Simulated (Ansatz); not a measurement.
# Zr3S2: a relaxation, part 2 of 2

The task: find the equilibrium cell of Zr3S2.

Ansatz 0.2.0; DFT PBE, scalar-relativistic, plane waves, PAW.

### 4 Changed: ecutwfc 300 eV, ecutrho_ratio 8, occupations.method tetrahedron, width left out

Input file input.yaml:

```yaml
crystal:
  lattice:
    - [2.8952118344, 1.671551332, 3.4803742122]
    - [-2.8952118344, 1.671551332, 3.4803742122]
    - [0.0, -3.3431026639, 3.4803742122]
  atoms:
    - { symbol: Zr, position: [0.1621066356, 0.8378933644, 0.5] }
    - { symbol: Zr, position: [0.5, 0.1621066356, 0.8378933644] }
    - { symbol: Zr, position: [0.8378933644, 0.5, 0.1621066356] }
    - { symbol: S, position: [0.3347765468, 0.3347765468, 0.3347765468] }
    - { symbol: S, position: [0.6652234532, 0.6652234532, 0.6652234532] }
basis:
  ecutwfc: "300 eV"
  ecutrho_ratio: 8
kpoints:
  mp_grid: { grid: [12, 12, 12] }
hamiltonian:
  xc: pbe
scf:
  occupations: { method: tetrahedron }
output:
  forces: true
  eigenvalues: true
  stress: true
```

The run is started by

```
$ ansatz run input.yaml --threads 1 --pin off --max-ram 2560MiB --backend cpu --events-out ev --progress --plain --runs-dir out
```

The log of the run (excerpt; [...] marks lines left out):

```text
Warning: output.forces, output.stress, relax.cell or npt_langevin: where a Kohn–Sham band that disperses or a degenerate level is filled in part under the method tetrahedron, the forces or the stress that this run publishes need not agree with its energy (scf.occupations.method in the [...]
Warning: basis.ecutwfc = 300 eV is below the records' recommended 420 eV, and the density's cutoff is lower with it unless basis.ecutrho_ratio is high enough to keep the records' density cutoff: compare with a run at a higher cutoff
Warning: RAYON_NUM_THREADS=1 ignored (pool sized by the plan → 1); use --threads N
[...]
Pseudopotentials: kind: paw
Pseudopotential: Zr, paw, valence charge 12, recommended cutoff 420 eV (normal), Zr.paw.azcp
Pseudopotential: S, paw, valence charge 6, recommended cutoff 420 eV (normal), S.paw.azcp
Functional definition: PBE
[...]
Crystal: 5 atoms, lattice volume = 101.060 Å³
Basis set: ecut = 300 eV, 1203 PW (Γ), exchange–correlation on 80×80×80 points (8 copies of the dense FFT grid, shifted against one another)
Bands: 29, of which v1, the nominal top of the filled ones, is band 24 counted from 1 (23 counted from 0)
[...]
SCF iter   1: F=—  HF=-14361.021799 eV  |F-HF|=—  |Δ(HF+E_count)|=         —  Δρ=6.88e-3  dr2=5.93e-2  ethr=1.77e-3  ⟨swp⟩=5.1  Hψ=22782  notcnv=0
[...]
SCF iter   7: F=-14361.012278 eV  HF=-14361.012278 eV  |F-HF|=3.18e-10  |Δ(HF+E_count)|=   8.66e-8  Δρ=1.76e-6  dr2=4.00e-9  ethr=2.08e-10  ⟨swp⟩=4.0  Hψ=16376  notcnv=0
[...]
SCF converged after 7 iterations
Stability not checked: this state was not tested for a lower state beside it, because cold or Methfessel-Paxton smearing, or corrected tetrahedra, fill the levels in a way that the test cannot read (fill_not_monotonic; see scf.lower_state_search)
Free energy (F): -14361.012278 eV
[...]
E sigma→0 (E₀):  -14361.012278 eV
Entropy (-TS):   0.000001 eV (0.000 meV/atom)
Fermi energy:    12.889271 eV
[...]
--- Forces (eV/Å), atoms counted from 1 ---
  atom   1  Zr    -0.00958072     0.00000000     0.00000000
  atom   2  Zr     0.00479036    -0.00829714     0.00000000
  atom   3  Zr     0.00479036     0.00829714    -0.00000000
  atom   4  S      0.00000000     0.00000000     0.00739135
  atom   5  S      0.00000000    -0.00000000    -0.00739135
[...]
--- Stress (GPa, compression-positive) ---
        0.076619      -0.000000       0.000000
       -0.000000       0.076619       0.000000
        0.000000       0.000000       0.141016
  P = ⅓ Tr σ = 0.0981 GPa (0.981 kbar)
--- Band table (eV; the first three rows and the last of 189) ---
[...]
```

Wall time 24 s (1 thread of Intel Xeon Platinum 8488C (Sapphire Rapids), shared host); peak memory 0.58 GiB.

| run | ending | energy change | pressure (GPa) | gap (eV) | force (eV/Å) | cycles | time |
| --- | --- | --- | --- | --- | --- | --- | --- |
| step 3 | converged | 0 | 0.0 | 0.00 | 0.00 | - | 4.5 min |
| variant | converged | +16.2 meV/atom (σ→0) | 0.1 | 0.00 | 0.01 | 7 | 24 s |

Changing the cutoff, numerical grids and smearing moves the energy by +16.2 meV/atom (σ→0 values). More than one kind of setting changed, and this run alone doesn't tell their shares apart. The log warns that the cutoff is under what these potentials recommend, so the shift holds truncation error. These settings are too coarse to quote as the system's properties.

### 5 Outcome

What follows sums up all 2 parts. Changes of volume or cell count from the first structure of part 1.

```
                                                                                                         quantity                                                                        value
                                                                                      relaxed cell (conventional)  a = 5.790 Å, b = 5.790 Å, c = 10.441 Å, α = 90.00°, β = 90.00°, γ = 120.00°
                                                                                             space group (0.01 Å)                                                                R32 (No. 155)
                                                                                                           volume                                                                20.21 Å³/atom
                                          formation energy (elements from runs with the same settings, not shown)                                                                -1.09 eV/atom
                                                                                                  gap on the mesh                                                                 none (metal)
step 4, run with ecutwfc 300 eV, ecutrho_ratio 8, occupations.method tetrahedron, width left out (against step 3)                                                               +16.2 meV/atom
```

Relaxation lowered the volume by 0.7 %.
